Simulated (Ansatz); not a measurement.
The system is HfN.

```
Hf N
1.0
     3.13391    0.00000    0.00000
    -1.56695    2.71404    0.00000
     0.00000    0.00000    5.41677
Hf N
2 2
Direct
  0.33333 0.66667 0.25000
  0.66667 0.33333 0.75000
  0.00000 0.00000 0.50000
  0.00000 0.00000 0.00000
```

The cell comes from a database or a generator and needn't be the stable form of this composition.

Base run:

- Program: Ansatz 0.2.0
- Functional: r2SCAN
- Potentials or basis: Ansatz PAW
- Cutoff: 500 eV (not typed: the program's choice for these potentials)
- k mesh: 10 × 10 × 5
- Occupations: fermi-dirac, width 0.05 eV
- Spin: no spin polarisation

Its results: band gap on the k mesh none (metal or under the smearing width); pressure 2.2 GPa.

Task: The run is repeated on the same cell with these changes: functional from r2SCAN to PBEsol; cutoff from 500 eV (not typed: the program's choice for these potentials) to 420 eV (not typed: the program's choice for these potentials); k mesh from 10 × 10 × 5 to 8 × 8 × 4. What comes out?

Result: Band gap on the k mesh none (metal or under the smearing width); pressure -2.2 GPa.

Several settings changed at once, so the effect can't be laid on one alone.

Caveats: the PAW data sets come from PBE, with cores solved anew for the run's functional, which leaves a small shift of forces and pressure; spin-orbit coupling is left out, which moves the levels of the heavy elements (some runs); the density of states is complete only up to the lowest level of the last band computed (some runs).
